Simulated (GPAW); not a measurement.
Write an ASE script for GPAW 26.7.0 that does the following.

* Task: equation of state
* Functional: rSCAN
* Dispersion: D3(BJ)
* Potentials or basis: GPAW PAW data sets (gpaw-data 1.2.1)
* Cutoff: 600 eV
* Basis: pw
* k mesh: 8 × 8 × 8
* Occupations: fermi-dirac, width 0.05 eV
* Spin: no spin polarisation
* Maxiter: 150
* Eos scales: [0.94, 0.96, 0.98, 1.0, 1.02, 1.04, 1.06]

Ca:

```
Ca
1.0
     0.00000    2.79420    2.79420
     2.79420    0.00000    2.79420
     2.79420    2.79420    0.00000
Ca
1
Direct
  0.00000 0.00000 0.00000
```

One way to write it, as run:

run.py

```python
from ase import Atoms
from ase.calculators.mixing import SumCalculator
from ase.eos import EquationOfState
from ase.io import Trajectory
from ase.units import GPa
from dftd3.ase import DFTD3
from gpaw import GPAW, PW

atoms = Atoms(['Ca'],
              cell=[[0.0, 2.7942, 2.7942],
                    [2.7942, 0.0, 2.7942],
                    [2.7942, 2.7942, 0.0]],
              scaled_positions=[[0.0, 0.0, 0.0]],
              pbc=True)

traj = Trajectory('eos.traj', 'w')
volumes, energies = [], []
for x in [0.94, 0.96, 0.98, 1.0, 1.02, 1.04, 1.06]:
    a = atoms.copy()
    a.set_cell(atoms.cell * x**(1 / 3), scale_atoms=True)
    calc = GPAW(mode=PW(600),
                xc='MGGA_X_RSCAN+MGGA_C_RSCAN',
                kpts={'size': (8, 8, 8), 'gamma': True},
                occupations={'name': 'fermi-dirac', 'width': 0.05},
                nbands=12,
                convergence={'density': 1e-05, 'energy': 1e-05},
                maxiter=150,
                txt=f'eos-{x:.2f}.txt')
    a.calc = SumCalculator([calc, DFTD3(method='rscan', damping='d3bj')])
    energies.append(a.get_potential_energy())
    volumes.append(a.get_volume())
    p = -a.get_stress()[:3].mean() / GPa
    calc.write(f'eos-{x:.2f}.gpw')
    traj.write(a)
    print(f'{x:.2f} {volumes[-1]:10.4f} A^3 {energies[-1]:14.6f} eV {p:9.3f} GPa', flush=True)

v0, e0, B = EquationOfState(volumes, energies, eos='birchmurnaghan').fit()
print(f'V0 = {v0:.4f} A^3, E0 = {e0:.6f} eV, B0 = {B / GPa:.2f} GPa')
```

Potentials or basis: GPAW PAW data sets (gpaw-data 1.2.1), pw.

Command:

```bash
$ OMP_NUM_THREADS=1 python run.py
```

It gave:

- Equilibrium volume: 42.10 Å³/atom (rough: see the caveat)
- Bulk modulus: 17.6 GPa (rough)

Caveat: the points scatter about the fit; the PAW data sets were made with another functional, which shifts forces and pressure a little.

It took 4.9 min on 1 thread of Arm Neoverse V1 (shared host), peak memory 0.48 GiB.
